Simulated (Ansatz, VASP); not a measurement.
# KMgF3: 3 runs at one level of theory

```
K Mg F
1.0
     3.98590    0.00000    0.00000
     0.00000    3.98590    0.00000
     0.00000    0.00000    3.98590
K Mg F
1 1 3
Direct
  0.50000 0.50000 0.50000
  0.00000 0.00000 0.00000
  0.00000 0.00000 0.50000
  0.00000 0.50000 0.00000
  0.50000 0.00000 0.00000
```

Alike in all runs: task single point; functional PBEsol; k mesh 7 × 7 × 7; occupations fermi-dirac, width 0.05 eV; no spin polarisation; no spin-orbit coupling. Pressure is positive in compression and, in plane waves, holds the error of the finite cutoff, which Ansatz's Pulay term estimates and takes out.

```
                        program and potentials  plane-wave cutoff (eV)                                                                                                                           notes  pressure (GPa)
                            Ansatz, Ansatz PAW                     420  potentials made for PBE, which Ansatz adapts in part; 8 valence electrons an atom on average; Pulay term of +0.59 GPa included            0.30
Ansatz, all-electron LAPW, scalar-relativistic                       -                                                                                                                               -            0.29
       VASP, PBE PAW files F, K_sv, Mg, 520 eV                     520                                                               potentials made for PBE; 6.4 valence electrons an atom on average           -0.07
```

The pressure spans -0.07 (VASP, PBE PAW files F, K_sv, Mg, 520 eV) to 0.30 GPa (Ansatz, Ansatz PAW), with all-electron results at 0.29.

Differences between rows come from potentials, basis sets and numerical settings, since the functional is the same but for its coding. Runs on potential files found faulty are left out.
